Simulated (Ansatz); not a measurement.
**Ta2Si (I4/mcm), a sublattice moved along a line**

Computed with DFT r2SCAN, scalar-relativistic, plane waves, PAW (Ansatz 0.2.0). Cutoff 500 eV, Γ-centred 12×12×12 k-points, Gaussian smearing of 0.15 eV. Spin–orbit coupling is left out, which can shift energies with elements as heavy as these. No spin polarisation. Energies are free energies at this smearing, counted from the undisturbed cell; pressure is positive in compression.

The undisturbed cell (relaxed at this level; it needn't be the usual structure):

```
Ta Si
1.0
    -3.08411    3.08411    2.52470
     3.08411   -3.08411    2.52470
     3.08411    3.08411   -2.52470
Ta Si
4 2
Direct
  0.66358 0.83642 0.50000
  0.83642 0.33642 0.17283
  0.33642 0.16358 0.50000
  0.16358 0.66358 0.82717
  0.25000 0.25000 0.00000
  0.75000 0.75000 0.00000
```

Every Ta atom is moved by x along the Cartesian unit vector (0.000, 0.000, 1.000); the cell and all other atoms stay fixed. The cell is metallic on the mesh throughout.

| x (Å) | ΔE (meV/cell) | force along x on the moved atoms (eV/Å) | pressure (GPa) |
| --- | --- | --- | --- |
| -0.5000 | 2127.3 | 7.57 | 8.1 |
| -0.2500 | 576.4 | 4.49 | 2.3 |
| 0.0000 | 0.0 | 0.00 | 0.0 |
| 0.3750 | 1254.8 | ? | ? |

Give the withheld values.

force along x on the moved atoms (eV/Å) at x (Å) = 0.3750: -6.29; pressure (GPa) at x (Å) = 0.3750: 4.9.